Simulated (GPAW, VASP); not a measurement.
This is a calculation of NiO for VASP 6.6.1. 

The input INCAR:

```
SYSTEM = NiO
PREC = Accurate
ENCUT = 520
EDIFF = 1E-6
ISMEAR = 0
SIGMA = 0.024
LREAL = .FALSE.
LASPH = .TRUE.
NELM = 100
ALGO = Normal
ISIF = 2
LWAVE = .FALSE.
LCHARG = .FALSE.
ISPIN = 2
MAGMOM = 1 0
LORBIT = 11
LMAXMIX = 4
GGA = PE
```

Contents of KPOINTS:

```
regular mesh
0
G
  11 11 11
  0 0 0
```

The input POSCAR:

```
NiO
1.0
    0.0000000000      2.0859016414      2.0859016414
    2.0859016414      0.0000000000      2.0859016414
    2.0859016414      2.0859016414      0.0000000000
Ni O
1 1
Direct
    0.0000000000      0.0000000000      0.0000000000
    0.5000000000      0.5000000000      0.5000000000
```

Potentials or basis: VASP PAW PBE potentials, release 64 (Ni, O).

Run with:

```bash
$ cat potpaw_PBE.64/Ni/POTCAR potpaw_PBE.64/O/POTCAR > POTCAR
$ mpirun -np 1 vasp_std > vasp.out
```

Task: Set up the same calculation for GPAW 26.7.0 (ASE script). Potentials or basis there: GPAW PAW data sets (gpaw-data 1.2.1), cutoff 800 eV.

Result: As run (cutoffs and basis follow the program's own potentials, and thresholds, step limits or extra output files can differ):

File run.py:

```python
from ase.dft.bandgap import bandgap
from ase.io import read, write
from ase.units import Bohr, GPa
from gpaw import GPAW, PW
from gpaw.elf import elf_from_dft_calculation

atoms = read('NiO.xyz')
atoms.set_initial_magnetic_moments([1.0, 0.0])

calc = GPAW(mode=PW(800),
            xc='PBE',
            kpts={'size': (11, 11, 11), 'gamma': True},
            occupations={'name': 'methfessel-paxton', 'order': 0, 'width': 0.024},
            nbands=22,
            convergence={'density': 1e-05, 'energy': 1e-05},
            maxiter=150,
            txt='gpaw.txt')
atoms.calc = calc
energy = atoms.get_potential_energy()
forces = atoms.get_forces()
stress = atoms.get_stress()
calc.write('gs.gpw')
write('result.traj', atoms)
print(f'Energy: {energy:.6f} eV')
print('Forces (eV/A):')
print(forces.round(4))
print('Stress (GPa):', (stress / GPa).round(3))
print('Moments:', calc.get_magnetic_moments().round(3))
print('Fermi level:', round(calc.get_fermi_level(), 4), 'eV')
print(f'Gap: {bandgap(calc)[0]:.4f} eV, direct: {bandgap(calc, direct=True)[0]:.4f} eV')

# fields on the real-space grid
write('density.cube', atoms, data=calc.get_pseudo_density() * Bohr**3)
write('potential.cube', atoms, data=calc.get_electrostatic_potential())
write('spin.cube', atoms, data=(calc.get_pseudo_density(spin=0) - calc.get_pseudo_density(spin=1)) * Bohr**3)
write('elf.cube', atoms, data=elf_from_dft_calculation(calc).data)
```

NiO.xyz

```xyz
2
Lattice="0.0000000000 2.0859016414 2.0859016414 2.0859016414 0.0000000000 2.0859016414 2.0859016414 2.0859016414 0.0000000000" Properties=species:S:1:pos:R:3 pbc="T T T"
Ni     0.0000000000      0.0000000000      0.0000000000
O      2.0859016414      2.0859016414      2.0859016414
```

Potentials or basis: GPAW PAW data sets (gpaw-data 1.2.1), pw.

The run is started by

```bash
$ OMP_NUM_THREADS=1 python run.py
```

Both were run:

|  | VASP | GPAW |
| --- | --- | --- |
| Pressure | 6.0 GPa | 10.2 GPa |
| Net moment | 1.77 μB per cell | 1.78 μB per cell |

The potentials hold 16 and 22 valence electrons a cell.

The magnetic state is the one that the start led to; the real crystal's order can differ.

The two runs disagree by more than potentials and bases usually give (in gap, levels, pressure or energy); the cause wasn't traced.

Pressure is positive in compression.
